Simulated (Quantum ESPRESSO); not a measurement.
# Sc (P-1) in Quantum ESPRESSO: reference runs

Reference runs on Sc: the cell as given.

Everything below comes from runs of Quantum ESPRESSO 7.5. Logs are shortened: lines on timing, memory, paths and dates and some standing lists are left out, and cuts for length are marked.

## (1) Starting point

The typed cell holds 1 atom: a = 3.437 Å, b = 3.363 Å, c = 3.568 Å, α = 98.45°, β = 127.64°, γ = 116.52°.

## (2) Single point, PBE

The input, pw.in:

```
&CONTROL
  calculation = 'scf'
  prefix = 'pwscf'
  outdir = './tmp'
  pseudo_dir = './pseudo'
  tprnfor = .true.
  tstress = .true.
  disk_io = 'nowf'
/
&SYSTEM
  ibrav = 0
  nat = 1
  ntyp = 1
  ecutwfc = 60
  nbnd = 11
  occupations = 'smearing'
  smearing = 'fd'
  degauss = 0.00367493
/
&ELECTRONS
  conv_thr = 2d-10
  electron_maxstep = 120
  mixing_beta = 0.5
/
ATOMIC_SPECIES
Sc    44.9559 Sc_ONCV_PBE-1.0.oncvpsp.upf
CELL_PARAMETERS angstrom
  -2.5640061900    1.4575893200    1.7649404500
   2.1853183600   -1.8422454600    1.7716023400
   2.3172809300    1.5955202000   -2.1942974500
ATOMIC_POSITIONS crystal
Sc     0.0000000000    0.0000000000    0.0000000000
K_POINTS automatic
13 11 12 0 0 0
```

Potentials or basis: SSSP 1.3 efficiency PBE.

On the command line:

```sh
$ OMP_NUM_THREADS=1 pw.x -in pw.in > pw.out
```

pw.out:

```text
This program is part of the open-source Quantum ESPRESSO suite
     for quantum simulation of materials; please cite
[... 9 lines left out ...]
     --------------------
     sticks:   dense  smooth     PW     G-vecs:    dense   smooth      PW
     Sum         703     703    269                 9985     9985    2317

     Using Slab Decomposition

     bravais-lattice index     =            0
     lattice parameter (alat)  =       6.4952  a.u.
     unit-cell volume          =     158.8853 (a.u.)^3
     number of atoms/cell      =            1
     number of atomic types    =            1
     number of electrons       =        11.00
     number of Kohn-Sham states=           11
     kinetic-energy cutoff     =      60.0000  Ry
     charge density cutoff     =     240.0000  Ry
     scf convergence threshold =      2.0E-10
     mixing beta               =       0.5000
     number of iterations used =            8  plain     mixing
     Exchange-correlation= PBE
                           (   1   4   3   4   0   0   0)

     celldm(1)=   6.495192  celldm(2)=   0.000000  celldm(3)=   0.000000
     celldm(4)=   0.000000  celldm(5)=   0.000000  celldm(6)=   0.000000

     crystal axes: (cart. coord. in units of alat)
               a(1) = (  -0.745978   0.424074   0.513496 )
               a(2) = (   0.635802  -0.535987   0.515434 )
               a(3) = (   0.674195   0.464204  -0.638414 )

     reciprocal axes: (cart. coord. in units 2 pi/alat)
               b(1) = (  0.177489  1.299338  1.132213 )
               b(2) = (  0.878005  0.224280  1.090293 )
               b(3) = (  0.851631  1.226174  0.224558 )

     PseudoPot. # 1 for Sc read from file:
     Sc_ONCV_PBE-1.0.oncvpsp.upf
     Pseudo is Norm-conserving, Zval = 11.0
     Generated using ONCVPSP code by D. R. Hamann
     Using radial grid of 1662 points,  6 beta functions with:
                l(1) =   0
                l(2) =   0
                l(3) =   1
                l(4) =   1
                l(5) =   2
                l(6) =   2

     atomic species   valence    mass     pseudopotential
     Sc               11.00    44.95590     Sc( 1.00)

      2 Sym. Ops., with inversion, found

   Cartesian axes

     site n.     atom                  positions (alat units)
         1        Sc     tau(   1) = (   0.0000000   0.0000000   0.0000000  )

     number of k points=   859  Fermi-Dirac smearing, width (Ry)=  0.0037

     Number of k-points >= 100: set verbosity='high' to print them.

     Dense  grid:     9985 G-vectors     FFT dimensions: (  36,  32,  36)

     Initial potential from superposition of free atoms

     starting charge      10.9974, renormalised to      11.0000
     Starting wfcs are   10 randomized atomic wfcs +    1 random wfcs

     Self-consistent Calculation

     iteration #  1     ecut=    60.00 Ry     beta= 0.50
     Davidson diagonalization with overlap
     ethr =  1.00E-02,  avg # of iterations =  3.1

     Threshold (ethr) on eigenvalues was too large:
     Diagonalizing with lowered threshold

     Davidson diagonalization with overlap
     ethr =  5.66E-05,  avg # of iterations =  3.7

     total energy              =     -91.83251311 Ry
     estimated scf accuracy    <       0.00736866 Ry

     iteration #  2     ecut=    60.00 Ry     beta= 0.50
     Davidson diagonalization with overlap
     ethr =  6.70E-05,  avg # of iterations =  1.5

     total energy              =     -91.83319411 Ry
     estimated scf accuracy    <       0.00073693 Ry

     iteration #  3     ecut=    60.00 Ry     beta= 0.50
     Davidson diagonalization with overlap
     ethr =  6.70E-06,  avg # of iterations =  2.0

     total energy              =     -91.83327546 Ry
     estimated scf accuracy    <       0.00008301 Ry

     iteration #  4     ecut=    60.00 Ry     beta= 0.50
     Davidson diagonalization with overlap
     ethr =  7.55E-07,  avg # of iterations =  2.0

     total energy              =     -91.83328213 Ry
     estimated scf accuracy    <       0.00001220 Ry

     iteration #  5     ecut=    60.00 Ry     beta= 0.50
     Davidson diagonalization with overlap
     ethr =  1.11E-07,  avg # of iterations =  1.2

     total energy              =     -91.83328279 Ry
     estimated scf accuracy    <       0.00000012 Ry

     iteration #  6     ecut=    60.00 Ry     beta= 0.50
     Davidson diagonalization with overlap
     ethr =  1.06E-09,  avg # of iterations =  2.8

     total energy              =     -91.83328283 Ry
     estimated scf accuracy    <       0.00000006 Ry

     iteration #  7     ecut=    60.00 Ry     beta= 0.50
     Davidson diagonalization with overlap
     ethr =  5.51E-10,  avg # of iterations =  1.6

     total energy              =     -91.83328284 Ry
     estimated scf accuracy    <          1.6E-09 Ry

     iteration #  8     ecut=    60.00 Ry     beta= 0.50
     Davidson diagonalization with overlap
     ethr =  1.50E-11,  avg # of iterations =  2.4

     End of self-consistent calculation

     Number of k-points >= 100: set verbosity='high' to print the bands.

     the Fermi energy is     9.9007 ev

!    total energy              =     -91.83328284 Ry
     estimated scf accuracy    <          5.7E-11 Ry
     smearing contrib. (-TS)   =      -0.00123709 Ry
     internal energy E=F+TS    =     -91.83204575 Ry

     The total energy is F=E-TS. E is the sum of the following terms:
     one-electron contribution =     -36.31535008 Ry
     hartree contribution      =      20.01886178 Ry
     xc contribution           =     -11.94325434 Ry
     ewald contribution        =     -63.59230311 Ry

     convergence has been achieved in   8 iterations

     Forces acting on atoms (cartesian axes, Ry/au):

     atom    1 type  1   force =     0.00000000    0.00000000    0.00000000

     Total force =     0.000000     Total SCF correction =     0.000000

     Computing stress (Cartesian axis) and pressure

          total   stress  (Ry/bohr**3)                   (kbar)     P=       36.06
   0.00044285   0.00053650   0.00076952           65.15       78.92      113.20
   0.00053650   0.00047219   0.00029947           78.92       69.46       44.05
   0.00076952   0.00029947  -0.00017974          113.20       44.05      -26.44

=------------------------------------------------------------------------------=
   JOB DONE.
=------------------------------------------------------------------------------=
```

Wall time 67 s (1 thread of AMD EPYC 9R45 (Zen 5), shared host); peak memory 0.22 GiB.

What came out:

```
Free energy            : -1249.4555 eV
Pressure               : 3.6 GPa
Band gap on the k mesh : none (metal or under the smearing width)
```

Levels at points of the mesh, in eV from the Fermi level:
```tsv
k point	band 3	band 4	band 5	band 6	band 7	band 8	band 9	band 10
(0.00, 0.00, 0.00)	-27.70	-27.35	-5.01	0.17	0.91	2.65	3.68	4.25
(0.00, 0.00, -0.50)	-27.83	-27.68	-1.55	1.07	1.61	2.38	3.29	4.95
```
